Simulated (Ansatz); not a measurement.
**hcp against fcc along the 4d metals**

All numbers below come from DFT, revPBE, plane waves (420 eV) with PAW, scalar-relativistic in Ansatz 0.2.0. The PAW files were generated under PBE, with cores re-solved for the functional.

Each structure is relaxed within its symmetry, in the lowest magnetic state of the tried starts. Differences under about 8 meV lie within the error of the k-point mesh.

| element | E(hcp) − E(fcc) (meV/atom) | V(hcp) (Å³/atom) | V(fcc) (Å³/atom) | state of hcp | state of fcc |
| --- | --- | --- | --- | --- | --- |
| Y | -33 | 33.86 | 33.57 | spin not included | spin not included |
| Zr | -41 | 23.79 | 23.64 | non-magnetic | spin not included |
| Nb | -27 | 18.93 | 19.03 | spin not included | spin not included |
| Mo | 14 | 16.28 | 16.20 | spin not included | spin not included |
| Ru | -114 | 13.91 | 14.00 | non-magnetic | spin not included |
| Rh | 37 | 14.32 | 14.24 | spin not included | non-magnetic |
| Pd | 29 | 15.76 | 15.69 | spin not included | spin not included |
| Ag | 1 | 18.50 | 18.43 | spin not included | spin not included |
| Cd | ? | ? | ? | ? | ? |

Fill in the row of Cd.

E(hcp) − E(fcc) (meV/atom): -3; V(hcp) (Å³/atom): 24.12; V(fcc) (Å³/atom): 23.97; state of hcp: spin not included; state of fcc: spin not included.
